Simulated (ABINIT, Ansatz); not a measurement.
# RbBr (Fm-3m): third-order response

Wanted: vibrational spectra of RbBr (Fm-3m) from linear and non-linear response.

Method: DFT LDA, scalar-relativistic, plane waves, PseudoDojo norm-conserving pseudopotentials, in ABINIT 10.8.3.

The database entry behind the starting cell differs from later determinations by our own check (about 0.5 % short), so it need not match the best structure at ambient conditions.

## Step 1: Starting point

Symmetry: Fm-3m, No. 225, cubic system. Conventional cell: a = 6.668 Å, b = 6.668 Å, c = 6.668 Å, α = 90.00°, β = 90.00°, γ = 90.00°. Nearest to Rb lie 6 Br at 3.33 Å. Nearest to Br lie 6 Rb at 3.33 Å. Farther neighbours and most contacts between anions are not listed.

Coordinates:

```cif
data_structure
_symmetry_space_group_name_H-M 'Fm-3m'
_symmetry_Int_Tables_number 225
_cell_length_a 6.6684
_cell_length_b 6.6684
_cell_length_c 6.6684
_cell_angle_alpha 90.000
_cell_angle_beta 90.000
_cell_angle_gamma 90.000
_cell_volume 296.52
loop_
_atom_site_label
_atom_site_type_symbol
_atom_site_symmetry_multiplicity
_atom_site_Wyckoff_symbol
_atom_site_fract_x
_atom_site_fract_y
_atom_site_fract_z
_atom_site_occupancy
Rb1 Rb 4 a 0.00000 0.00000 0.00000 1
Br1 Br 4 b 0.50000 0.00000 0.00000 1
```

## Step 2: Relaxing the cell and atoms

The harmonic expansion needs vanishing forces, and a free crystal bears no stress, so cell and atoms are brought to rest. Stress is more sensitive to the basis than forces are: the last 3 Ha under the cutoff are smoothed with ecutsm, and the cutoff is raised above that of the later runs.

The starting cell comes from a relaxation made beforehand in Ansatz (LDA, PseudoDojo NC).

Input file relax.abi:

```
# relaxation
ionmov 2
optcell 2
dilatmx 1.08
ntime 40
tolmxf 1.0d-05
tolvrs 1.0d-14
prtwf 0
prtden 0
chksymtnons 0

# basis, mesh and filling
ecut 24.0
ecutsm 3.0
ngkpt 6 6 6
nshiftk 1
shiftk 0.0 0.0 0.0
istwfk *1
occopt 1
nband 8
nstep 100
diemac 9.0
prtebands 0
prtgsr 0

# cell and atoms
acell 3*1.0 Angstrom
rprim 
    0.0 3.334183168 3.334183168
    3.334183168 0.0 3.334183168
    3.334183168 3.334183168 0.0
ntypat 2
znucl 37 35
natom 2
typat 1 2
xred 
    0.0 0.0 0.0
    0.5 0.5 0.5
pp_dirpath "./pseudo"
pseudos "Rb.upf, Br.upf"
```

On the command line:

```
$ OMP_NUM_THREADS=1 mpirun -n 2 abinit relax.abi > relax.log
```

Numbers of over 12 decimals in the logs are rounded to 6 here.

relax.abo, the main output file:

```text
[banners, grids, parts of the stress and lines that vanish by symmetry left out]
- input  file    -> relax.abi
- output file    -> relax.abo
- root for input  files -> relaxi
[...]
Symmetries : space group Fm -3 m (#225); Bravais cF (face-center cubic)
[...]
mpw =        3582          nfft =       91125          nkpt =          16
[...]
== DATASET  1 ==================================================================
[...]
cutoff_energies: {ecut:  24.0, pawecutdg:  -1.0, }
[...]
ETOT  1  -43.002756711595    -4.300E+01 3.949E-02 7.572E+01
 ETOT  2  -43.019567256779    -1.681E-02 8.649E-07 3.974E+00
 ETOT  3  -43.020235241256    -6.680E-04 5.566E-06 2.360E-01
 ETOT  4  -43.020251991344    -1.675E-05 3.641E-07 9.405E-04
 ETOT  5  -43.020252036730    -4.539E-08 4.048E-10 1.750E-04
[...]
At SCF step   11       vres2   =  1.96E-16 < tolvrs=  1.00E-14 =>converged.
[...]
sigma(1 1)=  2.19616215E-07  sigma(3 2)=  0.00000000E+00
  sigma(2 2)=  2.19616215E-07  sigma(3 1)=  0.00000000E+00
  sigma(3 3)=  2.19616215E-07  sigma(2 1)=  0.00000000E+00
[...]
convergence: {deltae:  1.137E-12, res2:  1.958E-16, residm:  6.297E-20, diffor: null, }
etotal    :  -4.30202521E+01
[...]
ETOT  1  -43.020252052067    -4.302E+01 5.396E-14 6.141E-06
[...]
At SCF step    7       vres2   =  5.29E-15 < tolvrs=  1.00E-14 =>converged.
[...]
sigma(1 1)=  2.07259634E-07  sigma(3 2)=  0.00000000E+00
  sigma(2 2)=  2.07259634E-07  sigma(3 1)=  0.00000000E+00
  sigma(3 3)=  2.07259634E-07  sigma(2 1)=  0.00000000E+00
[...]
convergence: {deltae: -9.948E-13, res2:  5.286E-15, residm:  3.987E-19, diffor: null, }
etotal    :  -4.30202521E+01
[...]
ETOT  1  -43.020251908067    -4.302E+01 8.624E-11 1.726E-03
[...]
ETOT  7  -43.020252070056    -5.898E-13 1.126E-16 1.435E-12
 ETOT  8  -43.020252070055     1.826E-12 8.645E-19 7.337E-15
 At SCF step    8       vres2   =  7.34E-15 < tolvrs=  1.00E-14 =>converged.
[...]
sigma(1 1)= -6.82024602E-11  sigma(3 2)=  0.00000000E+00
  sigma(2 2)= -6.82024576E-11  sigma(3 1)=  0.00000000E+00
  sigma(3 3)= -6.82024576E-11  sigma(2 1)=  0.00000000E+00
[...]
convergence: {deltae:  1.826E-12, res2:  7.337E-15, residm:  8.645E-19, diffor: null, }
etotal    :  -4.30202521E+01
[...]
At Broyd/MD step   3, gradients are converged :
[...]
sigma(1 1)= -6.82024602E-11  sigma(3 2)=  0.00000000E+00
  sigma(2 2)= -6.82024576E-11  sigma(3 1)=  0.00000000E+00
  sigma(3 3)= -6.82024576E-11  sigma(2 1)=  0.00000000E+00
[...]
- sigma(1 1)= -2.00658566E-06  sigma(3 2)=  0.00000000E+00
- sigma(2 2)= -2.00658558E-06  sigma(3 1)=  0.00000000E+00
- sigma(3 3)= -2.00658558E-06  sigma(2 1)=  0.00000000E+00
[...]
fcart     -0.0000000000E+00 -0.0000000000E+00 -0.0000000000E+00
           strten     -6.8202460173E-11 -6.8202457570E-11 -6.8202457570E-11
================================================================================

[key lines of the parts left out:]
pressure_GPa:   2.0066E-06
Total energy (etotal) [Ha]= -4.30202520700546E+01
```

Elapsed: 44 s, on 2 MPI ranks of Arm Neoverse N1, shared host; 86 s of CPU time.

Little changed from the start: no atom moved by 0.005 Å and no cell edge by 0.1 %.

Read from the output:

- volume per atom: 37.05 Å³
- pressure: 2.01e-6 GPa

## Step 3: Ground state

First-order wavefunctions inherit every error of the ground state, hence the very tight tolvrs. The mesh is shifted off Γ, since shifted meshes converge sums over the zone faster.

Input file gs.abi:

```
# ground state
tolvrs 1.0d-16
prtden 1
prtwf 1

# basis, mesh and filling
ecut 18.0
ngkpt 4 4 4
nshiftk 4
shiftk 
    0.5 0.5 0.5
    0.5 0.0 0.0
    0.0 0.5 0.0
    0.0 0.0 0.5
istwfk *1
occopt 1
nband 8
nstep 100
diemac 9.0
prtebands 0
prtgsr 0

# cell and atoms
acell 3*1.0 Angstrom
rprim 
    0.0 3.333792872 3.333792872
    3.333792872 0.0 3.333792872
    3.333792872 3.333792872 0.0
ntypat 2
znucl 37 35
natom 2
typat 1 2
xred 
    0.0 0.0 0.0
    0.5 0.5 0.5
pp_dirpath "./pseudo"
pseudos "Rb.upf, Br.upf"
```

On the command line:

```
$ OMP_NUM_THREADS=1 mpirun -n 2 abinit gs.abi > gs.log
```

gs.abo, the main output file:

```text
[banners, grids, parts of the stress and lines that vanish by symmetry left out]
- input  file    -> gs.abi
- output file    -> gs.abo
- root for input  files -> gsi
[...]
Symmetries : space group Fm -3 m (#225); Bravais cF (face-center cubic)
[...]
mpw =        1841          nfft =       46656          nkpt =          10
[...]
== DATASET  1 ==================================================================
[...]
cutoff_energies: {ecut:  18.0, pawecutdg:  -1.0, }
[...]
ETOT  1  -42.992104994911    -4.299E+01 6.802E-02 3.558E+01
 ETOT  2  -43.018226627400    -2.612E-02 1.944E-06 9.961E-01
 ETOT  3  -43.018548724246    -3.221E-04 2.740E-06 1.153E-01
 ETOT  4  -43.018567551667    -1.883E-05 3.258E-07 8.467E-04
 ETOT  5  -43.018567723023    -1.714E-07 1.523E-09 9.875E-05
[...]
ETOT 11  -43.018567746845     4.192E-13 2.115E-19 8.031E-16
 ETOT 12  -43.018567746844     1.222E-12 1.731E-21 1.616E-18
 At SCF step   12       vres2   =  1.62E-18 < tolvrs=  1.00E-16 =>converged.
[...]
sigma(1 1)=  2.94893645E-05  sigma(3 2)=  0.00000000E+00
  sigma(2 2)=  2.94893645E-05  sigma(3 1)=  0.00000000E+00
  sigma(3 3)=  2.94893645E-05  sigma(2 1)=  0.00000000E+00
[...]
convergence: {deltae:  1.222E-12, res2:  1.616E-18, residm:  1.731E-21, diffor: null, }
etotal    :  -4.30185677E+01
[...]
sigma(1 1)=  2.94893645E-05  sigma(3 2)=  0.00000000E+00
  sigma(2 2)=  2.94893645E-05  sigma(3 1)=  0.00000000E+00
  sigma(3 3)=  2.94893645E-05  sigma(2 1)=  0.00000000E+00
[...]
- sigma(1 1)=  8.67607057E-01  sigma(3 2)=  0.00000000E+00
- sigma(2 2)=  8.67607057E-01  sigma(3 1)=  0.00000000E+00
- sigma(3 3)=  8.67607057E-01  sigma(2 1)=  0.00000000E+00
[...]
fcart     -0.0000000000E+00 -0.0000000000E+00 -0.0000000000E+00
           strten      2.9489364484E-05  2.9489364484E-05  2.9489364484E-05
================================================================================

[key lines of the parts left out:]
pressure_GPa:  -8.6761E-01
```

Elapsed: 7.8 s, on 2 MPI ranks; 16 s of CPU time.

Numbers from this step:

```
pressure : -0.8676 GPa
```

The cell stands at -0.87 GPa: the relaxation ran with a smoothed and higher cutoff and on another k mesh.

## Step 4: Empty bands

Empty bands on the ground state's density check that the gap assumed so far is there in this cell.

Input file gap.abi:

```
# empty bands on the ground state's density
iscf -2
getden_filepath "gso_DEN"
tolwfr 1.0d-12
nbdbuf 2
prtwf 0

# basis, mesh and filling
ecut 18.0
ngkpt 6 6 6
nshiftk 1
shiftk 0.0 0.0 0.0
istwfk *1
occopt 1
nband 12
nstep 100
diemac 9.0
prtebands 0
prtgsr 0

# cell and atoms
acell 3*1.0 Angstrom
rprim 
    0.0 3.333792872 3.333792872
    3.333792872 0.0 3.333792872
    3.333792872 3.333792872 0.0
ntypat 2
znucl 37 35
natom 2
typat 1 2
xred 
    0.0 0.0 0.0
    0.5 0.5 0.5
pp_dirpath "./pseudo"
pseudos "Rb.upf, Br.upf"
```

On the command line:

```
$ OMP_NUM_THREADS=1 mpirun -n 2 abinit gap.abi > gap.log
```

gap.abo, the main output file:

```text
[banners, grids, parts of the stress and lines that vanish by symmetry left out]
- input  file    -> gap.abi
- output file    -> gap.abo
- root for input  files -> gapi
[...]
Symmetries : space group Fm -3 m (#225); Bravais cF (face-center cubic)
[...]
mpw =        1853          nfft =       46656          nkpt =          16
[...]
== DATASET  1 ==================================================================
[...]
cutoff_energies: {ecut:  18.0, pawecutdg:  -1.0, }
[...]
-outvars: echo values of variables after computation
            acell      1.8897261259E+00  1.8897261259E+00  1.8897261259E+00 Bohr
================================================================================
```

Run time: 8.9 s. Hardware: 2 MPI ranks; 18 s of CPU time.

Numbers from this step:

```yaml
gap_on_the_k_mesh: 4.158 eV
```

In this cell the gap on the mesh is 4.2 eV, direct, so fixed occupations hold.

## Step 5: Linear response at Γ

The derivative of the wavefunctions by k comes first, since the response to a field is built on it; then the field and the displacements that symmetry doesn't supply are solved at q = 0. By the 2n+1 theorem the first-order wavefunctions also give third derivatives: Raman tensors and the non-linear susceptibility.

It reads the wavefunctions written in step 3.

Input file dfpt_gamma.abi:

```
ndtset 3

# common to the responses
getwfk_filepath "gso_WFK"
kptopt 2
nqpt 1
qpt 0.0 0.0 0.0
asr 0
chneut 0

# d/dk
rfelfd1 2
rfdir1 1 1 1
iscf1 -3
tolwfr1 1.0d-20

# displacements, field
rfphon2 1
rfatpol2 1 2
rfdir2 1 1 1
rfelfd2 3
getddk2 1
tolvrs2 1.0d-10
prepanl2 1
prtden2 1

# third order
optdriver3 5
getden_filepath3 "gso_DEN"
get1den3 2
get1wf3 2
getddk3 1
d3e_pert1_elfd3 1
d3e_pert1_phon3 1
d3e_pert1_atpol3 1 2
d3e_pert1_dir3 1 1 1
d3e_pert2_elfd3 1
d3e_pert2_dir3 1 1 1
d3e_pert3_elfd3 1
d3e_pert3_dir3 1 1 1
usepead3 1
tolvrs3 1.0d-10

# basis, mesh and filling
ecut 18.0
ngkpt 4 4 4
nshiftk 4
shiftk 
    0.5 0.5 0.5
    0.5 0.0 0.0
    0.0 0.5 0.0
    0.0 0.0 0.5
istwfk *1
occopt 1
nband 8
nstep 100
diemac 9.0
prtebands 0
prtgsr 0

# cell and atoms
acell 3*1.0 Angstrom
rprim 
    0.0 3.333792872 3.333792872
    3.333792872 0.0 3.333792872
    3.333792872 3.333792872 0.0
ntypat 2
znucl 37 35
natom 2
typat 1 2
xred 
    0.0 0.0 0.0
    0.5 0.5 0.5
pp_dirpath "./pseudo"
pseudos "Rb.upf, Br.upf"
```

On the command line:

```
$ OMP_NUM_THREADS=1 mpirun -n 2 abinit dfpt_gamma.abi > dfpt_gamma.log
```

dfpt_gamma.abo, the main output file:

```text
[banners, grids, parts of the stress and lines that vanish by symmetry left out]
- input  file    -> dfpt_gamma.abi
- output file    -> dfpt_gamma.abo
- root for input  files -> dfpt_gammai
[...]
DATASET    1 : space group Fm -3 m (#225); Bravais cF (face-center cubic)
[...]
nfft =       46656          nkpt =         128
[...]
DATASET    2 : space group Fm -3 m (#225); Bravais cF (face-center cubic)
[...]
nfft =       46656          nkpt =         128
[...]
DATASET    3 : space group Fm -3 m (#225); Bravais cF (face-center cubic)
[...]
mpw =        1841          nfft =       46656          nkpt =         128
[...]
== DATASET  1 ==================================================================
[...]
cutoff_energies: {ecut:  18.0, pawecutdg:  -1.0, }
[...]
- 35.00000   7.00000  180309                  znucl, zion, pspdat
[...]
Perturbation : derivative vs k along direction   1
[...]
-ETOT  1  -12.322613027247     -1.232E+01 6.395E-02 0.000E+00
 ETOT  2  -12.338634424352     -1.602E-02 5.021E-04 0.000E+00
 ETOT  3  -12.338694469284     -6.004E-05 3.275E-06 0.000E+00
 ETOT  4  -12.338694778963     -3.097E-07 2.383E-08 0.000E+00
 ETOT  5  -12.338694780765     -1.801E-09 1.985E-10 0.000E+00
[...]
At SCF step   10   max residual=  9.88E-21 < tolwfr=  1.00E-20 =>converged.
[...]
Perturbation : derivative vs k along direction   2
[...]
-ETOT  1  -12.322613027063     -1.232E+01 6.395E-02 0.000E+00
[...]
At SCF step   10   max residual=  9.88E-21 < tolwfr=  1.00E-20 =>converged.
[...]
Perturbation : derivative vs k along direction   3
[...]
-ETOT  1  -12.322613026878     -1.232E+01 6.395E-02 0.000E+00
[...]
At SCF step   10   max residual=  9.88E-21 < tolwfr=  1.00E-20 =>converged.
[...]
1        1       1.5214306344    0.0000000000
     1        2       0.7607153172    0.0000000000
     1        3       0.7607153172    0.0000000000
     2        1       0.7607153172    0.0000000000
     2        2       1.5214306345    0.0000000000
     2        3       0.7607153172   -0.0000000000
     3        1       0.7607153172    0.0000000000
     3        2       0.7607153172   -0.0000000000
     3        3       1.5214306345    0.0000000000
[...]
== DATASET  2 ==================================================================
[...]
cutoff_energies: {ecut:  18.0, pawecutdg:  -1.0, }
[...]
Perturbation : displacement of atom   1   along direction   1
[...]
-ETOT  1   1.868230     -1.517E+03 4.435E+00 5.583E+01
[...]
At SCF step   10       vres2   =  6.13E-13 < tolvrs=  1.00E-10 =>converged.
[...]
Perturbation : displacement of atom   2   along direction   1
[...]
-ETOT  1   1.558339     -6.886E+02 1.427E+00 5.182E+02
[...]
At SCF step    9       vres2   =  1.00E-11 < tolvrs=  1.00E-10 =>converged.
[...]
Perturbation : homogeneous electric field along direction   1
[...]
-ETOT  1  -42.742551205652     -4.274E+01 8.380E-01 1.413E+04
[...]
At SCF step   10       vres2   =  1.58E-11 < tolvrs=  1.00E-10 =>converged.
[...]
Perturbation : homogeneous electric field along direction   2
[...]
-ETOT  1  -42.742551204999     -4.274E+01 8.380E-01 1.413E+04
[...]
At SCF step   10       vres2   =  1.58E-11 < tolvrs=  1.00E-10 =>converged.
[...]
Perturbation : homogeneous electric field along direction   3
[...]
-ETOT  1  -42.742551204347     -4.274E+01 8.380E-01 1.413E+04
[...]
ETOT  9  -51.320846512010     -9.599E-12 2.496E-14 6.525E-10
 ETOT 10  -51.320846512010     -1.776E-13 4.575E-16 1.584E-11
 At SCF step   10       vres2   =  1.58E-11 < tolvrs=  1.00E-10 =>converged.
[...]
Dielectric tensor, in cartesian coordinates,
[...]
1    4   1    4         2.7286823523        -0.0000000000
   1    4   2    4        -0.0000000000        -0.0000000000
   1    4   3    4        -0.0000000000        -0.0000000000
   2    4   1    4        -0.0000000000        -0.0000000000
   2    4   2    4         2.7286823523        -0.0000000000
   2    4   3    4        -0.0000000000        -0.0000000000
   3    4   1    4        -0.0000000000        -0.0000000000
   3    4   2    4        -0.0000000000        -0.0000000000
   3    4   3    4         2.7286823523        -0.0000000000
  Effective charges, in cartesian coordinates,
[...]
1    1   1    4         1.1422277496         0.0000000000
   2    1   1    4        -0.0000000000         0.0000000000
   3    1   1    4         0.0000000000         0.0000000000
   1    2   1    4        -1.1418120854         0.0000000000
   2    2   1    4        -0.0000000000         0.0000000000
[...]
Effective charges, in cartesian coordinates,
[...]
2    4   1    2         0.0000000000         0.0000000000
   3    4   1    2        -0.0000000000         0.0000000000
   1    4   2    2         0.0000000000         0.0000000000
   2    4   2    2        -1.1418121070         0.0000000000
   3    4   2    2         0.0000000000         0.0000000000
   1    4   3    2        -0.0000000000         0.0000000000
   2    4   3    2         0.0000000000         0.0000000000
   3    4   3    2        -1.1418121070         0.0000000000
  Phonon wavevector (reduced coordinates) :  0.00000  0.00000  0.00000
 Phonon energies in Hartree :
[...]
Phonon frequencies in cm-1    :
-  2.341340E-01  2.341342E-01  2.341348E-01  9.894487E+01  9.894487E+01
-  9.894487E+01
  Phonon at Gamma, with non-analyticity in the
[...]
Phonon energies in Hartree :
[...]
Phonon frequencies in cm-1    :
-  2.341340E-01  2.341342E-01  2.344212E-01  9.894487E+01  9.894487E+01
-  1.321941E+02
  Phonon at Gamma, with non-analyticity in the
[...]
Phonon energies in Hartree :
[...]
Phonon frequencies in cm-1    :
-  2.341340E-01  2.341348E-01  2.344206E-01  9.894487E+01  9.894487E+01
-  1.321941E+02
  Phonon at Gamma, with non-analyticity in the
[...]
Phonon energies in Hartree :
[...]
Phonon frequencies in cm-1    :
-  2.341342E-01  2.341348E-01  2.344204E-01  9.894487E+01  9.894487E+01
-  1.321941E+02
[...]
== DATASET  3 ==================================================================
[...]
cutoff_energies: {ecut:  18.0, pawecutdg:  -1.0, }
[...]
1          1       -0.000000000       -0.000000000       -0.000000000
[...]
1          2       -0.000000000       -0.000000000       -0.000000000
[...]
1          3       -0.000000000       -0.000000000       -0.000000000
[...]
2          1       -0.000000000       -0.000000000       -0.000000000
[...]
2          2       -0.000000000       -0.000000000       -0.000000000
[...]
2          3       -0.000000000       -0.000000000       -0.000000000
[...]
strten2     0.0000000000E+00  0.0000000000E+00  0.0000000000E+00
           strten3     0.0000000000E+00  0.0000000000E+00  0.0000000000E+00
================================================================================
```

Elapsed: 7.5 min, on 2 MPI ranks; 15 min of CPU time.

Read from the output:

```
miss of the charge sum rule                                       : 4.16e-4 e
largest acoustic frequency at the zone centre before the sum rule : 0.23 cm⁻¹
highest optical zone-centre mode (no LO-TO term)                  : 98.94 cm⁻¹
lowest optical zone-centre mode                                   : 98.94 cm⁻¹
mean high-frequency dielectric constant                           : 2.729
largest Born charge in size (third of the trace)                  : 1.142 e
```

Born charge (rows field, columns displacement), before the sum rule (e), principal values of the symmetric part by kind of site:

| atom | atoms with these values | low | middle | high | mean |
| --- | --- | --- | --- | --- | --- |
| Rb1 | 1 | 1.14 | 1.14 | 1.14 | 1.14 |
| Br2 | 1 | -1.14 | -1.14 | -1.14 | -1.14 |

In full for Rb1:

```
1.14 0.00 0.00
0.00 1.14 0.00
0.00 0.00 1.14
```

High-frequency dielectric tensor:

```
2.73 0.00 0.00
0.00 2.73 0.00
0.00 0.00 2.73
```

The acoustic modes at Γ come out as far as 0.2 cm⁻¹ from zero, where they should vanish, a small numerical error; the Born charges miss their sum rule by 4.2e-4 e, which is good.

(Part 1 of 2 ends here.)

[Host names and launcher messages were left out of these logs when they were recorded.]

[Logs are printed without paths, hosts, clocks, repeated set-up lines and the standing remarks that a program may print on its own settings, such as how far it seeks lower states.]

[Hosts, paths, dates, database ids (printed as entryN), source tags and the programs' standing remarks are cut or masked in the printed files.]
